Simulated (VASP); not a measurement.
Here is a VASP 6.6.1 calculation.

The input POSCAR:

```
Ge                                      
1.0
    0.0000000000      2.7818401109      2.7818401109
    2.7818401109      0.0000000000      2.7818401109
    2.7818401109      2.7818401109      0.0000000000
  Ge            
     2
Direct
     0.0000000000000000    0.0000000000000000    0.0000000000000000
     0.2500000000000000    0.2500000000000000    0.2500000000000000
```

INCAR.step1

```
  PREC = Accurate
  ENCUT = 520
  EDIFF = 1E-5
  ISMEAR = 0
  SIGMA = 0.02
  LREAL = False
  LASPH = True
  NELM = 80
  ALGO = Normal
  ISIF = 2
  LWAVE = True
  KPAR = 4
  GGA = PE
```

Contents of INCAR.step2:

```
  PREC = Accurate
  ENCUT = 520
  EDIFF = 1E-7
  ISMEAR = 0
  SIGMA = 0.02
  LREAL = False
  LASPH = True
  NELM = 80
  ALGO = Normal
  ISIF = 2
  LWAVE = False
  LCHARG = False
  GGA = PE
  LHFCALC = True
  HFSCREEN = 0.2
  PRECFOCK = Fast
  KPAR = 4
  ISTART = 1
```

KPOINTS

```
Automatic mesh
0
Gamma
  6 6 6
```

Potentials or basis: VASP PAW PBE potentials, release 64 (Ge_d).

Launch:

```sh
$ cat potpaw_PBE.64/Ge_d/POTCAR > POTCAR
$ cp INCAR.step1 INCAR
$ mpirun -np 4 vasp_std > vasp.out
$ cp INCAR.step2 INCAR
$ mpirun -np 4 vasp_std > vasp.out
```

**Question.** What does it give for the band gap on the k mesh?

**Answer.** 1.02 eV, indirect (least direct gap 1.43 eV).

**Question.** What does it give for the pressure?

**Answer.** 5.3 GPa.

Caveat: the PAW data sets were made with another functional, which shifts forces and pressure a little. A k mesh can miss the band edges.
